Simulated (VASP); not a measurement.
**A VASP 6.6.1 single-point calculation on ZnS**

INCAR

```
ISMEAR = 0
ALGO = Normal
IBRION = -1
NELM = 94
LCHARG = .FALSE.
SIGMA = 0.01
EDIFF = 1E-7
NBANDS = 16
LASPH = .TRUE.
ENCUT = 520
NSW = 0
ISIF = 2
LWAVE = .FALSE.
LREAL = .FALSE.
METAGGA = M06L
PREC = Accurate
```

KPOINTS

```
KPOINTS created by Atomic Simulation Environment
0
Gamma
8 8 8
0 0 0
```

POSCAR

```
Zn S
 1.0000000000000000
     0.0000000000000000    2.6940858315445904    2.6940858315445904
     2.6940858315445904    0.0000000000000000    2.6940858315445904
     2.6940858315445904    2.6940858315445904    0.0000000000000000
 Zn  S
   1   1
Cartesian
  0.0000000000000000  0.0000000000000000  0.0000000000000000
  1.3470429157722950  1.3470429157722950  1.3470429157722950
```

The recommended PBE PAW datasets give the neutral cell 18 valence electrons.

Command

```
mpirun -np 1 vasp_std
```

Problem. How does this run end, and what does it give?

Solution. It didn't converge.

OSZICAR

```
N       E                     dE             d eps       ncg     rms          rms(c)
DAV:   1    -0.360989812235E+12   -0.36099E+12   -0.33004E+12  1584   0.169E+10
DAV:   2    -0.478421306265E+12   -0.11743E+12   -0.11131E+12  1376   0.115E+11
DAV:   3    -0.479808312489E+12   -0.13870E+10   -0.13728E+10  1520   0.133E+10
DAV:   4    -0.479836539835E+12   -0.28227E+08   -0.28206E+08  1384   0.155E+09
DAV:   5    -0.479836951060E+12   -0.41123E+06   -0.41114E+06  1600   0.438E+08    0.168E+02
DAV:   6     0.247847849817E+03    0.47984E+12   -0.72671E+04  1632   0.107E+03    0.243E+02
DAV:   7    -0.197341562156E+03   -0.44519E+03   -0.64238E+03  1592   0.423E+02    0.396E+02
DAV:   8    -0.343566604137E+06   -0.34337E+06   -0.30939E+06  1632   0.467E+03    0.126E+02
DAV:   9    -0.125089556677E+03    0.34344E+06   -0.59209E+04  1312   0.167E+03    0.291E+02
DAV:  10    -0.184885886318E+05   -0.18363E+05   -0.16830E+05  1856   0.801E+02    0.162E+02
...
DAV:  86    -0.316464744875E+03   -0.38362E+03   -0.33281E+03  1304   0.526E+02    0.758E+01
DAV:  87    -0.677866982388E+06   -0.67755E+06   -0.62053E+06  1640   0.503E+03    0.248E+02
DAV:  88     0.129405013851E+03    0.67800E+06   -0.58634E+04  1352   0.147E+03    0.177E+02
DAV:  89    -0.664657994880E+04   -0.67760E+04   -0.56342E+04  1856   0.396E+02    0.224E+02
DAV:  90    -0.136694736067E+03    0.65099E+04   -0.49029E+04  1336   0.157E+03    0.203E+02
DAV:  91    -0.198887171515E+05   -0.19752E+05   -0.18523E+05  1856   0.520E+02    0.222E+02
DAV:  92    -0.804223898924E+02    0.19808E+05   -0.54940E+04  1448   0.136E+03    0.340E+02
DAV:  93    -0.225472505227E+06   -0.22539E+06   -0.20935E+06  1808   0.212E+03    0.248E+02
DAV:  94    -0.577170531882E+02    0.22541E+06   -0.61841E+04  1624   0.146E+03
   1 F= -.57717053E+02 E0= -.57717032E+02  d E =-.414073E-04
```

Standard output (part)

```
POSCAR found type information on POSCAR ZnS
 POSCAR found :  2 types and       2 ions
 LDA part: xc-table for (None), standard interpolation
 POSCAR, INCAR and KPOINTS ok, starting setup
 WAVECAR not read
 entering main loop
|     The electronic self-consistency was not achieved in the given           |
|     number of steps (NELM). The forces and other quantities evaluated       |
|     might not be reliable so examine the results carefully. If you find     |
|     spurious results, we suggest increasing NELM, if you were close to      |
|     convergence or switching to a different ALGO or adjusting the           |
|     density mixing parameters otherwise.                                    |
```
